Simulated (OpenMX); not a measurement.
Crystal: BN.

```
N B
1.0
     0.00000    1.81300    1.81300
     1.81300    0.00000    1.81300
     1.81300    1.81300    0.00000
N B
1 1
Cartesian
  0.9065 0.9065 0.9065
  0.0000 0.0000 0.0000
```

The cell is a database's computed one.

Base run:

```yaml
Program: OpenMX 3.8.5
Functional: PBE
Potentials_or_basis: OpenMX 2013 PBE set, N6.0-s2p2d1, B7.0-s2p2d1, grid cutoff 400 Ry
k_mesh: 13 × 13 × 13
Occupations: fermi-dirac, width 0.05 eV
Spin: no spin polarisation
```

Its results: band gap on the k mesh 4.69 eV, indirect (least direct gap 8.81 eV); pressure 0.9 GPa.

**Question.** The run is repeated on the same cell with these changes: potentials or basis from OpenMX 2013 PBE set, N6.0-s2p2d1, B7.0-s2p2d1, grid cutoff 400 Ry to OpenMX 2013 PBE set, N6.0-s3p2d2, B7.0-s3p2d2, grid cutoff 400 Ry. What comes out?

**Answer.** Band gap on the k mesh 4.57 eV, indirect (least direct gap 8.80 eV); pressure -0.1 GPa.

Caveats: the basis of atomic orbitals isn't converged, which shifts pressures, moduli and gaps.

A k mesh can miss the band edges.

Not every run made on this cell is shown here.
